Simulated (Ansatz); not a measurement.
# Si2Ni (Fm-3m) under uniaxial strain along [001], part 2 of 3

Wanted: the shifts of the zone-centre modes of Si2Ni (Fm-3m) with strain.

Ansatz 0.2.0; DFT PBEsol, scalar-relativistic, plane waves, PAW; PAW set soft_1.

So far. Step 3 (Tight relaxation): The forces vanish by symmetry and the pressure is 0.000 GPa, within the tolerances set. The cell now holds 13.05 Å³/atom.

**4. Zone-centre response at rest**

The force constants come from the linear response of the density to a displacement.

The modes at rest are the reference of the series.

The input, input.yaml:

```yaml
crystal:
  lattice:
    - [0.0, 2.6947937023, 2.6947937023]
    - [2.6947937023, 0.0, 2.6947937023]
    - [2.6947937023, 2.6947937023, 0.0]
  atoms:
    - { symbol: Si, position: [0.25, 0.25, 0.25] }
    - { symbol: Si, position: [0.75, 0.75, 0.75] }
    - { symbol: Ni, position: [0.0, 0.0, 0.0] }
kpoints:
  mp_grid: { grid: [16, 16, 16] }
hamiltonian:
  xc: pbesol
  pseudopotentials: { kind: paw, azcp: { folder: soft_1 }, xc_functional: pbe }
scf:
  occupations: { method: methfessel_paxton, width: 0.2 }
output:
  eigenvalues: true
phonons:
  method: dfpt
```

Started as:

```sh
> ansatz run input.yaml --threads 4 --pin off --max-ram 10240MiB --backend cpu --events-out ev --progress --plain --runs-dir out
```

Numbers of over 12 decimals in the logs are rounded to 6 here.

Output:

```text
zone centre: on kpoints.mp_grid the ground state, and the responses unless they are solved on pairs of k-points, stand on 349 of the mesh's 4096 k-points, reduced under 8 symmetry operations, with k and −k counted as one. Each operation leaves every solved displacement unchanged or reverses it
[...]
Crystal: 3 atoms, lattice volume = 39.139 Å³
Basis set: ecut = 420 eV, 749 PW (Γ), exchange–correlation on 54×54×54 points (8 copies of the dense FFT grid, shifted against one another)
Bands: 17, of which v1, the nominal top of the filled ones, is band 13 counted from 1 (12 counted from 0)
Symmetry: 48 space group operations
k-points: 349 of 4096 (irreducible under 8 space group operations, time reversal used)
[...]
SCF iter   1: F=—  HF=-7050.188545 eV  |F-HF|=—  |Δ(HF+E_count)|=         —  Δρ=8.45e-2  dr2=3.75e0  ethr=3.10e-3  ⟨swp⟩=5.3  Hψ=30126  notcnv=0
[...]
SCF iter  11: F=-7049.325919 eV  HF=-7049.325919 eV  |F-HF|=4.55e-12  |Δ(HF+E_count)|=  3.64e-12  S|Δr|=    0.00e0  Δρ=1.45e-7  dr2=7.16e-12  ethr=1.00e-12  ⟨swp⟩=6.1  Hψ=28248  notcnv=0
SCF 1 converged in 11 iterations: F = -7049.325919 eV  dr2 = 7.16e-12
[...]
DFPT response loops at Γ: preconditioner auto → Kerker (q_TF=auto, 2.549 Å⁻¹) (partly filled bands, converged f_vac=0.000); β = 1.00, the filter's whole step (`scf.mixing.beta` (0.50) is not read by the response loops under this deck's `scf.mixing.preconditioner`; to damp them name `kerker` or `kerker_dos`, under which they read `scf.mixing.beta`, and type it under 1.00, their step now; both keys bind the ground state too); Broyden in place of MSR1
SCF converged after 11 iterations
[...]
Free energy (F): -7049.325919 eV
[...]
Internal energy: -7049.325680 eV  (E = F + TS)
E sigma→0 (E₀):  -7049.325859 eV
Entropy (-TS):   -0.000238 eV (-0.079 meV/atom)
Fermi energy:    13.274194 eV
[...]
--- Band table (eV; the first three rows and the last of 349) ---
  k-point 0: bands = [... 9 lower, 9.7000, 13.0531, 15.0073, 15.0073, 15.0073, 15.4789, 15.4789, 15.4789]
  k-point 1: bands = [... 9 lower, 9.6883, 12.9823, 14.2100, 14.6319, 14.6319, 15.8693, 15.8693, 16.4046]
  k-point 2: bands = [... 9 lower, 9.6589, 12.4088, 13.8959, 14.1199, 14.1199, 16.2604, 16.2604, 17.3219]
  k-point 348: bands = [... 9 lower, 9.4745, 9.6002, 10.0423, 10.8040, 15.5183, 15.5183, 17.8402, 18.4974]
--- Phonons (Γ-DFPT): 2 representative perturbations + reference, on 349 of 4096 k-points (Σ response iterations 6) ---
  k mesh reduced under 8 symmetry operations, with k and −k counted as one. Each operation leaves every solved displacement unchanged or reverses it
  ASR residual: 6.607e-5 → 0.000e0 eV/Å²; symmetrization residual: 7.939e-7 eV/Å²
  ASR residual per site (eV/Å²): 2.71e-5 2.71e-5 6.61e-5
  Γ frequencies (cm⁻¹): 0.00 0.00 0.00 310.75 310.75 310.75 329.07 329.07 329.07
  non-analytic LO–TO correction: not included (Born effective charges unavailable; polar crystals: no LO–TO splitting at Γ)
```

The job ended after 16 s (4 threads of Arm Neoverse V2, shared host; peak memory 0.99 GiB; 59 s of CPU time).

This step gave:

```yaml
sum_rule_residual_before_enforcement: 6.61e-5 eV/Å²
point_group: m-3m
highest_optical_mode_at_the_zone_centre_no_lo_to_term: 329.1 cm⁻¹
lowest_optical_zone_centre_mode: 310.8 cm⁻¹
```

Patterns of degenerate modes are one choice out of their space. The modes at Γ (shares of kinetic energy by element, %):

| mode | frequency (cm⁻¹) | symmetry | Si % | Ni % |
| --- | --- | --- | --- | --- |
| 1 | 0.0 | acoustic | 49 | 51 |
| 2 | 0.0 | acoustic | 49 | 51 |
| 3 | 0.0 | acoustic | 49 | 51 |
| 4 | 310.8 | T1u | 51 | 49 |
| 5 | 310.8 | T1u | 51 | 49 |
| 6 | 310.8 | T1u | 51 | 49 |
| 7 | 329.1 | T2g | 100 | 0 |
| 8 | 329.1 | T2g | 100 | 0 |
| 9 | 329.1 | T2g | 100 | 0 |

Displacements in mode 5 (310.8 cm⁻¹), the largest set to 1:
```
Si1 -1.00  0.65 -0.08
Si2 -1.00  0.65 -0.08
Ni3  0.96 -0.63  0.08
```

Displacements in mode 9 (329.1 cm⁻¹), the largest set to 1:
```
Si1  0.02  0.35  1.00
Si2 -0.02 -0.35 -1.00
Ni3  0.00  0.00  0.00
```

Before it was imposed, the acoustic sum rule was missed by 6.6e-5 eV/Å². Small misses are needed for a sound result but don't prove that mesh and cutoff are converged. The lowest optical mode is real, 311 cm⁻¹.

**5. Relaxation of a member: uniaxial strain of +4 % along [001]**

The cell takes a uniaxial strain of +4 % along [001]. The strained length and the angles are held, while the rest of the cell and the atoms relax.

input.yaml, the sections that differ from step 4:

```yaml
crystal:
  lattice:
    - [0.0, 2.6623942482, 2.8025854503]
    - [2.6623942482, 0.0, 2.8025854503]
    - [2.6623942482, 2.6623942482, 0.0]
  atoms:
    - { symbol: Si, position: [0.25, 0.25, 0.25] }
    - { symbol: Si, position: [0.75, 0.75, 0.75] }
    - { symbol: Ni, position: [0.0, 0.0, 0.0] }
  conventional_axes: [[-1, 1, 1], [1, -1, 1], [1, 1, -1]]
output:
  forces: true
  stress: true
  eigenvalues: true
relax:
  adjacent_minimum: "off"
  f_tol: 0.001
  max_steps: 60
  cell: { stress_tol: 0.01, fix: [c, angles] }
# kpoints, hamiltonian, scf: as in step 4
# phonons: removed
```

Output:

```text
[...]
Crystal: 3 atoms, lattice volume = 39.731 Å³
Basis set: ecut = 420 eV, 781 PW (Γ), exchange–correlation on 54×54×54 points (8 copies of the dense FFT grid, shifted against one another)
Bands: 17, of which v1, the nominal top of the filled ones, is band 13 counted from 1 (12 counted from 0)
Symmetry: 16 space group operations
[...]
k-points: 349 of 4096
[...]
k-point 348: bands = [... 9 lower, 9.4830, 9.4830, 9.5566, 10.0439, 12.9879, 14.6762, 20.8188, 21.6248]
--- Relaxed structure (4 steps of the walk, 4 accepted, 1 SCFs on fresh bases) ---
[...]
cell:  # Å, volume = 39.4357 Å³
    - [0.0, 2.652469, 2.8025854503]
    - [2.652469, 0.0, 2.8025854503]
    - [2.652469, 2.652469, 0.0]
  atoms:
    - { symbol: Si, position: [0.25, 0.25, 0.25] }
    - { symbol: Si, position: [0.75, 0.75, 0.750000] }
    - { symbol: Ni, position: [0, 0, 0] }
[key lines of the parts left out:]
SCF converged after 5 iterations
Free energy (F): -7049.310429 eV
Fermi energy:    13.128144 eV
P = ⅓ Tr σ = -1.1441 GPa (-11.441 kbar)
```

Elapsed: 13 s, on 4 threads; peak memory 0.56 GiB.

Relaxation path:

| step | energy less that of the first step (eV) | largest force component (eV/Å) | pressure (GPa) | volume (Å³) |
| --- | --- | --- | --- | --- |
| 1 | 0.0000 | 0.0000 | -2.29 | 39.73 |
| 2 | -0.0009 | 0.0000 | -1.69 | 39.57 |
| 3 | -0.0012 | 0.0000 | -1.14 | 39.43 |
| 4 | -0.0012 | 0.0000 | -1.14 | 39.44 |
| 5* | -0.0012 | 0.0000 | -1.14 | 39.44 |

Relaxation steps marked * repeat the geometry before them on a plane-wave basis chosen anew for their cell, so energy and pressure can jump there.

Forces are held to the 16 operations that the run works with; a distortion that breaks them can't arise in this run.

| conventional cell, symmetrised | before | after | change |
| --- | --- | --- | --- |
| a (Å) | 3.765 | 3.751 | -0.4 % |
| b (Å) | 3.765 | 3.751 | -0.4 % |
| c (Å) | 5.605 | 5.605 | -0.0 % |
| volume (Å³/atom) | 13.24 | 13.15 | -0.7 % |

Final coordinates:

```cif
data_structure
_symmetry_space_group_name_H-M 'P 1'
_symmetry_Int_Tables_number 1
_cell_length_a 3.8588
_cell_length_b 3.8588
_cell_length_c 3.7512
_cell_angle_alpha 60.918
_cell_angle_beta 60.918
_cell_angle_gamma 58.163
_cell_volume 39.44
loop_
_atom_site_label
_atom_site_type_symbol
_atom_site_fract_x
_atom_site_fract_y
_atom_site_fract_z
_atom_site_occupancy
Si1 Si 0.25000 0.25000 0.25000 1
Si2 Si 0.75000 0.75000 0.75000 1
Ni3 Ni 0.00000 0.00000 0.00000 1
```

This step gave:

| Quantity | Value |
| --- | --- |
| pressure | -1.144 GPa |
| volume per atom | 13.15 Å³ |

The forces vanish by symmetry.

**6. Modes of this member: uniaxial strain of +4 % along [001]**

The zone-centre modes follow for uniaxial strain of +4 % along [001].

input.yaml, the sections that differ from step 5:

```yaml
crystal:
  lattice:
    - [0.0, 2.6524687364, 2.8025854503]
    - [2.6524687364, 0.0, 2.8025854503]
    - [2.6524687364, 2.6524687364, 0.0]
  atoms:
    - { symbol: Si, position: [0.25, 0.25, 0.25] }
    - { symbol: Si, position: [0.75, 0.75, 0.75] }
    - { symbol: Ni, position: [0.0, 0.0, 0.0] }
output:
  eigenvalues: true
phonons:
  method: dfpt
# kpoints, hamiltonian, scf: as in step 5
# relax: removed
```

Output:

```text
[...]
Crystal: 3 atoms, lattice volume = 39.436 Å³
Basis set: ecut = 420 eV, 781 PW (Γ), exchange–correlation on 54×54×54 points (8 copies of the dense FFT grid, shifted against one another)
Bands: 17, of which v1, the nominal top of the filled ones, is band 13 counted from 1 (12 counted from 0)
Symmetry: 16 space group operations
k-points: 621 of 4096 (irreducible under 4 space group operations, time reversal used)
[...]
SCF iter   1: F=—  HF=-7050.171306 eV  |F-HF|=—  |Δ(HF+E_count)|=         —  Δρ=8.53e-2  dr2=3.80e0  ethr=3.10e-3  ⟨swp⟩=5.4  Hψ=53744  notcnv=0
[...]
SCF iter  12: F=-7049.310429 eV  HF=-7049.310429 eV  |F-HF|=0.00e0  |Δ(HF+E_count)|=  3.64e-12  S|Δr|=    0.00e0  Δρ=7.24e-8  dr2=1.71e-12  ethr=1.00e-12  ⟨swp⟩=5.6  Hψ=45445  notcnv=0
SCF 1 converged in 12 iterations: F = -7049.310429 eV  dr2 = 1.71e-12
[...]
SCF converged after 12 iterations
[...]
Free energy (F): -7049.310429 eV
[...]
Internal energy: -7049.310831 eV  (E = F + TS)
E sigma→0 (E₀):  -7049.310529 eV
Entropy (-TS):   0.000402 eV (0.134 meV/atom)
Fermi energy:    13.128144 eV
[...]
--- Band table (eV; the first three rows and the last of 621) ---
  k-point 0: bands = [... 9 lower, 9.6976, 12.8818, 14.6330, 14.6330, 14.8910, 15.3317, 15.5639, 15.5639]
  k-point 1: bands = [... 9 lower, 9.6856, 12.8088, 13.9497, 14.3935, 14.6531, 15.4790, 15.8340, 16.4085]
  k-point 2: bands = [... 9 lower, 9.6543, 12.2416, 13.6910, 13.9721, 14.0278, 15.6853, 16.2365, 16.9148]
  k-point 620: bands = [... 9 lower, 9.4830, 9.4830, 9.5566, 10.0439, 12.9879, 14.6762, 20.8188, 21.6248]
[...]
ASR residual: 2.480e-5 → 0.000e0 eV/Å²; symmetrization residual: 1.378e-6 eV/Å²
  ASR residual per site (eV/Å²): 1.01e-5 1.01e-5 2.48e-5
  Γ frequencies (cm⁻¹): 0.00 0.00 0.00 295.75 302.10 302.10 309.69 345.69 345.69
[...]
```

Elapsed: 43 s, on 4 threads; peak memory 1.5 GiB.

This step gave:

* sum-rule residual before enforcement: 2.48e-5 eV/Å²
* point group: 4/mmm
* highest optical mode at the zone centre (no LO-TO term): 345.7 cm⁻¹
* lowest optical zone-centre mode: 295.8 cm⁻¹

Patterns of degenerate modes are one choice out of their space. Modes at Γ, with each element's share of the kinetic energy:

| mode | frequency (cm⁻¹) | symmetry | Si % | Ni % |
| --- | --- | --- | --- | --- |
| 1 | 0.0 | acoustic | 49 | 51 |
| 2 | 0.0 | acoustic | 49 | 51 |
| 3 | 0.0 | acoustic | 49 | 51 |
| 4 | 295.8 | B1g | 100 | 0 |
| 5 | 302.1 | Eu | 51 | 49 |
| 6 | 302.1 | Eu | 51 | 49 |
| 7 | 309.7 | A2u | 51 | 49 |
| 8 | 345.7 | Eg | 100 | 0 |
| 9 | 345.7 | Eg | 100 | 0 |

The lowest optical mode is real, 296 cm⁻¹, and the highest lies at 345.7 cm⁻¹.

Between step 4 and this run (strain 4 %) the value for the highest optical mode at the zone centre (no LO-TO term) moves from 329 cm⁻¹ to 346 cm⁻¹ (+5 %).

**7. Relaxation of a member: uniaxial strain of -4 % along [001]**

The cell takes a uniaxial strain of -4 % along [001]. The strained length and the angles are held, while the rest of the cell and the atoms relax.

input.yaml, the sections that differ from step 6:

```yaml
crystal:
  lattice:
    - [0.0, 2.7291802374, 2.5870019542]
    - [2.7291802374, 0.0, 2.5870019542]
    - [2.7291802374, 2.7291802374, 0.0]
  atoms:
    - { symbol: Si, position: [0.25, 0.25, 0.25] }
    - { symbol: Si, position: [0.75, 0.75, 0.75] }
    - { symbol: Ni, position: [0.0, 0.0, 0.0] }
  conventional_axes: [[-1, 1, 1], [1, -1, 1], [1, 1, -1]]
output:
  forces: true
  stress: true
  eigenvalues: true
relax:
  adjacent_minimum: "off"
  f_tol: 0.001
  max_steps: 60
  cell: { stress_tol: 0.01, fix: [c, angles] }
# kpoints, hamiltonian, scf: as in step 6
# phonons: removed
```

Output:

```text
[...]
Crystal: 3 atoms, lattice volume = 38.538 Å³
Basis set: ecut = 420 eV, 757 PW (Γ), exchange–correlation on 54×54×54 points (8 copies of the dense FFT grid, shifted against one another)
Bands: 17, of which v1, the nominal top of the filled ones, is band 13 counted from 1 (12 counted from 0)
Symmetry: 16 space group operations
[...]
k-points: 349 of 4096
[...]
k-point 348: bands = [... 9 lower, 9.7175, 9.7175, 9.9641, 10.1958, 12.7561, 14.4785, 21.2326, 21.6560]
--- Relaxed structure (4 steps of the walk, 4 accepted, 1 SCFs on fresh bases) ---
[...]
cell:  # Å, volume = 38.8595 Å³
    - [0.0, 2.740536, 2.5870019542]
    - [2.740536, 0, 2.5870019542]
    - [2.740536, 2.740536, 0]
  atoms:
    - { symbol: Si, position: [0.25, 0.25, 0.25] }
    - { symbol: Si, position: [0.75, 0.75, 0.75] }
    - { symbol: Ni, position: [0, 0, 0] }
[key lines of the parts left out:]
SCF converged after 6 iterations
Free energy (F): -7049.309766 eV
Fermi energy:    13.384096 eV
P = ⅓ Tr σ = 1.1435 GPa (11.435 kbar)
```

Run time: 13 s. Hardware: 4 threads; peak memory 0.53 GiB.

Relaxation path:

| step | energy less that of the first step (eV) | largest force component (eV/Å) | pressure (GPa) | volume (Å³) |
| --- | --- | --- | --- | --- |
| 1 | 0.0000 | 0.0000 | 2.54 | 38.54 |
| 2 | -0.0011 | 0.0000 | 1.83 | 38.70 |
| 3 | -0.0014 | 0.0000 | 1.15 | 38.86 |
| 4 | -0.0014 | 0.0000 | 1.14 | 38.86 |
| 5* | -0.0015 | 0.0000 | 1.14 | 38.86 |

Relaxation steps marked * repeat the geometry before them on a plane-wave basis chosen anew for their cell, so energy and pressure can jump there.

The run keeps the 16 symmetry operations that it works with, so distortions that break them were not tested.

| conventional cell, symmetrised | before | after | change |
| --- | --- | --- | --- |
| a (Å) | 3.860 | 3.876 | +0.4 % |
| b (Å) | 3.860 | 3.876 | +0.4 % |
| c (Å) | 5.174 | 5.174 | +0.0 % |
| volume (Å³/atom) | 12.85 | 12.95 | +0.8 % |

The relaxed structure:

```cif
data_structure
_symmetry_space_group_name_H-M 'P 1'
_symmetry_Int_Tables_number 1
_cell_length_a 3.7687
_cell_length_b 3.7687
_cell_length_c 3.8757
_cell_angle_alpha 59.056
_cell_angle_beta 59.056
_cell_angle_gamma 61.887
_cell_volume 38.86
loop_
_atom_site_label
_atom_site_type_symbol
_atom_site_fract_x
_atom_site_fract_y
_atom_site_fract_z
_atom_site_occupancy
Si1 Si 0.25000 0.25000 0.25000 1
Si2 Si 0.75000 0.75000 0.75000 1
Ni3 Ni 0.00000 0.00000 0.00000 1
```

Numbers from this step:

```
pressure        : 1.144 GPa
volume per atom : 12.95 Å³
```

The forces vanish by symmetry.

The cell grew by 0.8 % in volume.

(Part 2 of 3 ends here.)

[Logs are printed without paths, hosts, clocks, repeated set-up lines and the standing remarks that a program may print on its own settings, such as how far it seeks lower states.]

[Hosts, paths, dates, database ids (printed as entryN), source tags and the programs' standing remarks are cut or masked in the printed files.]
